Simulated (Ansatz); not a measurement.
## Is this Mg2ZnO3 structure stable?

The cell was found from a structure generator's guess, not taken from experiment.

Level of theory: DFT PBE, scalar-relativistic, plane waves, PAW in Ansatz 0.2.0. Plane waves to 420 eV, a 12×12×12 mesh through Γ for the 6-atom cell and 0.02 eV Gaussian smearing; no spin polarisation.

```
Mg Zn O
1.0
    -1.63721    1.63721    6.85765
     1.63721   -1.63721    6.85765
     1.63721    1.63721   -6.85765
Mg Zn O
2 1 3
Direct
  0.66630 0.66630 0.00000
  0.33370 0.33370 0.00000
  0.00000 0.00000 0.00000
  0.58452 0.08452 0.50000
  0.25000 0.75000 0.50000
  0.91548 0.41548 0.50000
```

Formation energies are uncorrected and refer to the elements' standard structures at the same level (O₂ as a molecule).

Task: These tests were run: energy against the elements; phonons at Γ. What do they show?

Result:

```tsv
test	result
energy against the elements	−2.204 eV/atom
phonons at Γ	lowest optical mode 148 cm⁻¹
```

It fails none of these tests. Other phases of the system weren't compared here, so this isn't yet thermodynamic stability. Phonons away from Γ weren't computed.

The run for the phonons used a 12×12×12 k mesh.
